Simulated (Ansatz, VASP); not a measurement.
**Two plane-wave programs on KF (Carobbiite)**

```xyz
2
Lattice="0.0000 2.6590 2.6590 2.6590 0.0000 2.6590 2.6590 2.6590 0.0000" Properties=species:S:1:pos:R:3 pbc="T T T"
K     0.0000    0.0000    0.0000
F     2.6590    2.6590    2.6590
```

Alike in both runs: task single point; functional HSE06; k mesh 4 × 4 × 4; no spin polarisation.

|  | VASP | Ansatz |
| --- | --- | --- |
| version | VASP 6.6.1 | Ansatz 0.2.0 |
| potentials or method | VASP PAW PBE potentials, release 64 (K_sv, F) | plane waves |
| plane-wave cutoff (eV) | 520 | 420 |
| occupations | gaussian, width 0.01 eV | fixed |
| valence electrons in the cell | 16 | 16 |

```tsv
	VASP	Ansatz	Ansatz less VASP
gap on the k mesh at the Fermi level (eV)	8.24	8.26	+0.018
pressure (GPa)	1.1	1.0	-0.09
```

Ansatz warned: «stress_exchange_threshold_loose».

Caveats: the k mesh is coarse (spacing up to 0.51 Å⁻¹), so the values aren't converged, least of all with exact exchange; the PAW data sets were made with another functional, which shifts forces and pressure a little (VASP).
